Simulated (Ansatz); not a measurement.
# Cd: the cost of one run

Method: DFT PBE, scalar-relativistic, plane waves, PAW, in Ansatz 0.2.0.

4 further runs of the same task are left out: 3 that didn't finish, 1 set aside as unsound or not needed.

### 1 The system as given

The structure is hexagonal, space group P6_3/mmc (No. 194). The conventional cell has a = 3.014 Å, b = 3.014 Å, c = 5.831 Å, α = 90.00°, β = 90.00°, γ = 120.00°. Around Cd (site symmetry -6m2) lie 12 Cd at 3.01 to 3.40 Å.

Coordinates:

```
Cd
1.0
     3.01378    0.00000    0.00000
    -1.50689    2.61001    0.00000
     0.00000    0.00000    5.83093
Cd
2
Direct
  0.00000 0.00000 0.00000
  0.33333 0.66667 0.50000
```

The cell was made up by rule, so the compound may not exist in this form.

This cell was relaxed beforehand with the same method: volume 22.93 Å³/atom, gap on the mesh none (metal).

### 2 Next: the stacking ABCACB (hkkhkk)

Close-packed layers are stacked in the order given (one atom a layer) and fully relaxed; h and k in a name mark layers with hexagonal and cubic surroundings. Energies count from the base stacking, -8254.4540 eV an atom.

The cell holds 6 Cd: a = 3.014 Å, b = 3.014 Å, c = 17.493 Å, α = 90.00°, β = 90.00°, γ = 120.00°.

### 3 Relaxation

File input.yaml:

```yaml
crystal:
  lattice:
    - [3.013784072, 0.0, 0.0]
    - [-1.506892036, 2.6100135678, 0.0]
    - [0.0, 0.0, 17.4927855445]
  atoms:
    - { symbol: Cd, position: [0.0, 0.0, 0.0] }
    - { symbol: Cd, position: [0.3333333333, 0.6666666667, 0.1666666667] }
    - { symbol: Cd, position: [0.6666666667, 0.3333333333, 0.3333333333] }
    - { symbol: Cd, position: [0.0, 0.0, 0.5] }
    - { symbol: Cd, position: [0.6666666667, 0.3333333333, 0.6666666667] }
    - { symbol: Cd, position: [0.3333333333, 0.6666666667, 0.8333333333] }
basis:
  ecutwfc: 420
kpoints:
  mp_grid: { grid: [18, 18, 3] }
hamiltonian:
  xc: pbe
scf:
  occupations: { method: gaussian, width: 0.1 }
output:
  forces: true
  stress: true
  eigenvalues: true
  populations: true
  write_density: true
  write_potential: true
  elf: true
  volumetric_format: npy
relax:
  adjacent_minimum: "off"
  f_tol: 0.01
  max_steps: 45
  cell: { stress_tol: 0.05 }
```

On the command line:

```sh
ansatz run input.yaml --threads 1 --pin off --max-ram 2560MiB --backend cpu --events-out ev --progress --plain --runs-dir out
```

What time and memory should one allow on 1 thread of Arm Neoverse V1, shared host?

About 2.9 min, with a peak of 0.73 GiB.
